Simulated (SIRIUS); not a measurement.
TiCo in SIRIUS: the effect of functional

The system is TiCo.

```
CELL_PARAMETERS angstrom
2.98611 0.00000 0.00000
0.00000 2.98611 0.00000
0.00000 0.00000 2.98611
ATOMIC_POSITIONS crystal
Co 0.50000 0.50000 0.50000
Ti 0.00000 0.00000 0.00000
```

The cell comes from a database or a generator and needn't be the stable form of this composition.

Alike in all runs:

```yaml
Program: SIRIUS 7.12.0
Task: single point
Potentials_or_basis: PseudoDojo 0.4.1 PBE standard (scalar relativistic)
Cutoff: 1307 eV
Density_cutoff: 5227 eV
k_mesh: 5 × 5 × 5
Occupations: fermi-dirac, width 0.05 eV
Spin: collinear spin, ferromagnetic start
Starting_moments: "[2.0, 1.0] μB"
```

```tsv
functional	pressure (GPa)
LDA	-13.9
PBE	0.3
PBEsol	-7.0
RPBE	5.0
revPBE	3.7
BLYP	5.3
PW91	-0.4
AM05	-7.6
BP86	-0.5
HTBS	?
XLYP	6.6
```

Q: What does the run with functional HTBS give?

A: Pressure -5.2 GPa.

Caveats: all runs use coarse meshes; the potentials were made for another functional, which shifts forces and pressure (some runs).
